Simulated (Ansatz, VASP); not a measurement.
GaAs in VASP and in Ansatz

INCAR

```
PREC = Accurate
ENCUT = 520
EDIFF = 1E-6
ISMEAR = 0
SIGMA = 0.01
LREAL = F
LASPH = T
NELM = 80
ALGO = Normal
ISIF = 2
LWAVE = F
LCHARG = F
GGA = PE
NBANDS = 16
```

KPOINTS

```
Automatic mesh
0
Gamma
  6 6 6
```

Contents of POSCAR:

```
GaAs
1.0
    0.0000000000      2.8330831934      2.8330831934
    2.8330831934      0.0000000000      2.8330831934
    2.8330831934      2.8330831934      0.0000000000
Ga As
1 1
Direct
    0.0000000000      0.0000000000      0.0000000000
    0.2500000000      0.2500000000      0.2500000000
```

Input for Ansatz:

```yaml
crystal:
  lattice:
    - [0.0, 2.8330831934, 2.8330831934]
    - [2.8330831934, 0.0, 2.8330831934]
    - [2.8330831934, 2.8330831934, 0.0]
  atoms:
    - { symbol: Ga, position: [0.0, 0.0, 0.0] }
    - { symbol: As, position: [0.25, 0.25, 0.25] }
kpoints:
  mp_grid: { grid: [6, 6, 6] }
hamiltonian:
  xc: pbe
scf:
  occupations: { method: fixed }
  n_extra_bands: 4
output:
  forces: true
  stress: true
  eigenvalues: true
```

Alike in both runs: task single point; functional PBE; k mesh 6 × 6 × 6; no spin polarisation.

|  | VASP | Ansatz |
| --- | --- | --- |
| version | VASP 6.6.1 | Ansatz 0.2.0 |
| potentials or method | VASP PAW PBE potentials, release 64 (Ga_d, As) | plane waves, PAW |
| plane-wave cutoff (eV) | 520 | 420 |
| occupations | gaussian, width 0.01 eV | fixed |
| valence electrons in the cell | 18 | 28 |

```tsv
	VASP	Ansatz	Ansatz less VASP
gap on the k mesh at the Fermi level (eV)	0.47	0.46	-0.004
pressure (GPa)	2.9	2.8	-0.17
```

The two sets of potentials don't hold the same shells in valence.

As with any semilocal functional, this PBE gap is likely too small.
